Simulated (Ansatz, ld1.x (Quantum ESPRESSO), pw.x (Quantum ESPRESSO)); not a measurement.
## What a changed setting does to a pw.x run (diamond Ta)

Potential: norm-conserving Troullier–Martins (Kleinman–Bylander form), ld1.x (Quantum ESPRESSO) 7.5, PBE; core [Xe] 4f14, reference 5d3 6s1.5 6p0; waves: 6p (bound, empty): rc 4.64 bohr; 5d (bound): rc 2.98 bohr; 6s (bound): rc 3.28 bohr; local part: the s channel; core correction: Bessel-smoothed model core, default radius (core density twice the valence density).

The reference run (k-mesh 8³, cutoffs 50/200 Ry, Fermi–Dirac 0.01 Ry, mixing_beta 0.4, conv_thr 1e-9, no spin) gives 0.81 GPa at 28.487 Å³/atom, where all-electron LAPW gives -0.00 GPa. This run, with its own iteration cap, changes mixing_mode to local-TF.

```
&control
  calculation='scf', prefix='x', pseudo_dir='./', outdir='./tmp', tstress=.true., disk_io='none'
/
&system
  ibrav=0, nat=2, ntyp=1, ecutwfc=50, ecutrho=200, nbnd=12,
  occupations='smearing', smearing='fd', degauss=0.01
/
&electrons
  conv_thr=1e-09, mixing_beta=0.4, electron_maxstep=50, mixing_mode='local-TF'
/
ATOMIC_SPECIES
Ta 1.0 Ta.UPF
CELL_PARAMETERS angstrom
  0.00000000 3.05409287 3.05409287
  3.05409287 0.00000000 3.05409287
  3.05409287 3.05409287 0.00000000
ATOMIC_POSITIONS crystal
Ta 0.0000 0.0000 0.0000
Ta 0.2500 0.2500 0.2500
K_POINTS automatic
8 8 8 0 0 0
```

```bash
pw.x < Ta.scf.in > Ta.scf.out
```

Task: How does the run end?

Result: It converges in 11 iterations; the free energy moves by +0.0 meV/atom and the pressure by +0.00 GPa. The result is that of the reference run.

```
Message from routine setup:
     using ibrav=0 with symmetry is DISCOURAGED, use correct ibrav instead
     lattice parameter (alat)  =       8.1620  a.u.
     unit-cell volume          =     384.4796 (a.u.)^3
     number of electrons       =        10.00
     number of Kohn-Sham states=           12
     kinetic-energy cutoff     =      50.0000  Ry
     charge density cutoff     =     200.0000  Ry
     scf convergence threshold =      1.0E-09
     Exchange-correlation= PBE
     number of k points=    29  Fermi-Dirac smearing, width (Ry)=  0.0100
     iteration #  1     ecut=    50.00 Ry     beta= 0.40
     total energy              =     -62.87162829 Ry
     estimated scf accuracy    <       0.07375176 Ry
     iteration #  2     ecut=    50.00 Ry     beta= 0.40
     total energy              =     -62.85572617 Ry
     estimated scf accuracy    <       0.03336471 Ry
     iteration #  3     ecut=    50.00 Ry     beta= 0.40
     total energy              =     -62.86208073 Ry
     estimated scf accuracy    <       0.00098817 Ry
     [... 5 iterations left out ...]
     iteration #  9     ecut=    50.00 Ry     beta= 0.40
     total energy              =     -62.86230318 Ry
     estimated scf accuracy    <          3.3E-09 Ry
     iteration # 10     ecut=    50.00 Ry     beta= 0.40
     total energy              =     -62.86230318 Ry
     estimated scf accuracy    <          3.3E-09 Ry
     iteration # 11     ecut=    50.00 Ry     beta= 0.40
     the Fermi energy is     6.1466 ev
!    total energy              =     -62.86230318 Ry
     estimated scf accuracy    <          1.9E-11 Ry
     smearing contrib. (-TS)   =      -0.01782699 Ry
     The total energy is F=E-TS. E is the sum of the following terms:
     one-electron contribution =      10.09642670 Ry
     hartree contribution      =       1.55044901 Ry
     xc contribution           =     -51.15733023 Ry
     ewald contribution        =     -23.33402166 Ry
     convergence has been achieved in  11 iterations
          total   stress  (Ry/bohr**3)                   (kbar)     P=        8.10
     Message from routine punch:
     Nothing written, as per user request (disk_io='none')
```

The run took about 15 s on one core of a shared host (Neoverse-V1, 32 threads, 247 GiB, load 14).
